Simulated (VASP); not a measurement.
# Settings for NaH: relaxation of the cell

NaH, P1 (no. 1), 2 atoms in the cell. PBEsol, relaxation of the cell; PAW potentials Na_pv, H (PBE set). VASP 6.6.1.

Wanted: cell lengths a, b, c within 0.2 %; volume within 0.4 %.

The series start from Relaxations run in a row: 2; Cutoff ENCUT (eV): 350; Force threshold EDIFFG (eV/Å): -0.01; Relaxation method: conjugate gradient, POTIM 0.5; Precision mode: Accurate. Each series keeps the choices made before it, and each single choice may use up half of a tolerance. Times cover all steps of a run.

## Relaxations run in a row

| Relaxations run in a row | Cell lengths a, b, c, largest deviation against the largest value | Volume (Å³/atom) | Time (s) |
|---|---|---|---|
| 1 | 0 % | 13.45 | 32 |
| 2 | 0 % | 13.45 | 47 |
| 3 (reference) | 0 % | 13.45 | 40 |

## Cutoff ENCUT (eV)

| Cutoff ENCUT (eV) | Cell lengths a, b, c, largest deviation against the largest value | Volume (Å³/atom) | Time (s) |
|---|---|---|---|
| 250 | 1.7 % | 13.11 | 22 |
| 300 | 0.81 % | 13.44 | 20 |
| 350 | 0.79 % | 13.45 | 32 |
| 400 | 0.45 % | 13.59 | 23 |
| 450 | 0.13 % | 13.72 | 39 |
| 500 (reference) | 0 % | 13.77 | 61 |

## Force threshold EDIFFG (eV/Å)

| Force threshold EDIFFG (eV/Å) | Cell lengths a, b, c, largest deviation against the largest value | Volume (Å³/atom) | Time (s) |
|---|---|---|---|
| -0.05 | 0.21 % | 13.74 | 45 |
| -0.02 | 0.079 % | 13.77 | 64 |
| -0.01 | 0.21 % | 13.77 | 61 |
| -0.005 | 0.11 % | 13.76 | 53 |
| -0.002 (reference) | 0 % | 13.76 | 70 |

## Relaxation method

| Relaxation method | Cell lengths a, b, c, largest deviation against the largest value | Volume (Å³/atom) | Time (s) |
|---|---|---|---|
| conjugate gradient, POTIM 0.5 | 0 % | 13.76 | 70 |
| conjugate gradient, POTIM 0.2 | 0.011 % | 13.76 | 64 |
| conjugate gradient, POTIM 1.0 | 0.031 % | 13.75 | 57 |
| quasi-Newton, POTIM 0.5 | 0.017 % | 13.76 | 114 |
| quasi-Newton, POTIM 0.5, at least 5 electronic steps | 0.024 % | 13.76 | 61 |
| velocity quench, POTIM 0.1 | 0.023 % | 13.76 | 91 |

## Precision mode

| Precision mode | Cell lengths a, b, c, largest deviation against the largest value | Volume (Å³/atom) | Time (s) |
|---|---|---|---|
| Accurate | 0 % | 13.76 | 70 |
| Normal | 0.017 % | 13.76 | 30 |
| High | 0.025 % | 13.75 | 53 |

## Question

The rows run from the loosest to the tightest (no order: relaxation method, precision mode). For each series: choose the loosest value from which every tighter one stays within half of the tolerance; where there is no order, keep the first row unless others stay within half of the tolerance and take at least 30 % less time, and then take the fastest.

## Answer

- Relaxations run in a row: 1
- Cutoff ENCUT (eV): 500, the tightest run, since the next looser one is off by more than half of the tolerance (convergence isn't shown beyond it)
- Force threshold EDIFFG (eV/Å): -0.002, the tightest run, since the next looser one is off by more than half of the tolerance (convergence isn't shown beyond it)
- Relaxation method: conjugate gradient, POTIM 0.5
- Precision mode: Normal

## All choices together

| Input | Cell lengths a, b, c, largest deviation against the largest value | Volume (Å³/atom) | Time (s) |
|---|---|---|---|
| EDIFF and PREC left to the program (naive) | 0.86 % | 13.46 | 14 |
| chosen settings | 0.075 % | 13.76 | 30 |
| reference settings throughout | 0 % | 13.74 | 98 |

The chosen settings stay within the tolerance of the reference run, but the reference itself isn't shown to be converged in: Cutoff ENCUT (eV), Force threshold EDIFFG (eV/Å).

Values of the reference run: Cell lengths a, b, c: 3.387, 3.387, 3.387 Å.

## The input

INCAR.step1:
```
SYSTEM = NaH
PREC = Normal
ENCUT = 500
EDIFF = 1E-7
ISMEAR = 0
SIGMA = 0.05
LREAL = .FALSE.
LASPH = .TRUE.
NELM = 100
ALGO = Normal
LWAVE = .FALSE.
LCHARG = .FALSE.
GGA = PS
IBRION = 2
NSW = 60
ISIF = 3
EDIFFG = -0.002
POTIM = 0.5
ISYM = 0
KPAR = 4
```

INCAR.step2, as INCAR.step1 but for:
```
- IBRION = 2
- NSW = 60
- ISIF = 3
- EDIFFG = -0.002
- POTIM = 0.5
+ NSW = 0
+ ISIF = 2
```

KPOINTS:
```
k-points
0
Gamma
  7 7 7
```

POSCAR.step1:
```
NaH
1.0
   -0.0102710000      2.5302220000      2.5140770000
    2.4950900000      0.0081500000      2.4956570000
    2.4909840000      2.5076960000      0.0122550000
Na H
1 1
Direct
   -0.0065610000      0.0057380000      0.0059660000
    0.5065610000      0.4942620000      0.4940340000
```

POSCAR.step2:
```
NaH
1.0
   -0.0002623652      2.3964188301      2.3971253349
    2.3968796212      0.0003024840      2.3966012805
    2.3967563340      2.3957117382      0.0003943253
Na H
1 1
Direct
    0.0000668514      0.9999441739      0.9999339475
    0.4999331486      0.5000558261      0.5000660525
```

Commands (each step's output is kept before the next begins):
```
cat potpaw_PBE.64/Na_pv/POTCAR potpaw_PBE.64/H/POTCAR > POTCAR
cp INCAR.step1 INCAR
cp POSCAR.step1 POSCAR
mpirun -np 4 vasp_std > vasp.out
cp CONTCAR POSCAR
cp INCAR.step2 INCAR
cp POSCAR.step2 POSCAR
mpirun -np 4 vasp_std > vasp.out
```

Limits: the start was distorted on purpose (volume up by 6 %, random strain, atoms moved at random), so the space group given is the start's and not the crystal's.

The chosen input took VASP 6.6.1 30 s on 4 cores (Intel Xeon Platinum 8375C @ 2.90GHz (Ice Lake)), a shared host.

## An input that fails: cell relaxed at a low cutoff

It runs to its end, but against the unchanged starting input it is off by 2.6 % in the cell lengths a, b, c, 7.4 % in the volume.

Changes against the starting input:
```
(all steps)
- PREC = Accurate
- ENCUT = 350
+ PREC = Low
+ ENCUT = 250
(POSCAR.step3)
-    0.0014595488      2.3720559889      2.3758570470
-    2.3834198308     -0.0010815413      2.3784367946
-    2.3840336835      2.3751979929     -0.0017243734
+    0.0010797657      2.3179823536      2.3179404401
+    2.3218304436      0.0014546385      2.3175665874
+    2.3216460110      2.3174021830      0.0016270023
-    0.9996107354      0.0003364766      0.0003242847
-    0.5003892646      0.4996635234      0.4996757153
+    0.9996448395      0.0003195997      0.0002979462
+    0.5003551605      0.4996804003      0.4997020538
```
